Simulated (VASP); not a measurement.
Runs of VASP 6.6.1 on Mg. It takes space group Fm-3m (No. 225, cubic). The conventional cell has a = 4.489 Å, b = 4.489 Å, c = 4.489 Å, α = 90.00°, β = 90.00°, γ = 90.00°. Mg (site symmetry m-3m) has 12 Mg at 3.17 Å as nearest neighbours. This isn't the form of Mg at room conditions, which is hcp.

| task | level | cell | k mesh | cutoff (eV) | gap on the mesh (eV) | pressure (GPa) | relaxed volume (Å³/atom) |
| --- | --- | --- | --- | --- | --- | --- | --- |
| relaxation of cell and atoms | revTPSS | relaxed | 10 × 10 × 10 | 600 | none | 0.1 | 22.74 |
| relaxation of cell and atoms | r2SCAN | relaxed | 10 × 10 × 10 | 600 | none | 0.0 | - |
| relaxation of the atoms | r2SCAN | atoms relaxed from: cell strained at random at fixed volume | 10 × 10 × 10 | 520 | none | 0.0 | - |
| relaxation of cell and atoms | r2SCAN+D3(BJ) | relaxed | 10 × 10 × 10 | 600 | none | 0.0 | (a) |

Alike in all rows: potentials or basis VASP PAW PBE potentials, release 64 (Mg); no spin polarisation; smearing methfessel-paxton 0.1 eV.

Task: Fill in the values left out.

Result: (a) 22.03.

Caveats: the PAW data sets were made with another functional, which shifts forces and pressure a little; the relaxation stopped at its first step, so nothing moved (some runs); pairwise dispersion overbinds metals, which lowers pressure and volume (some runs).

A gap of «none» marks a metal or a gap under the smearing width.
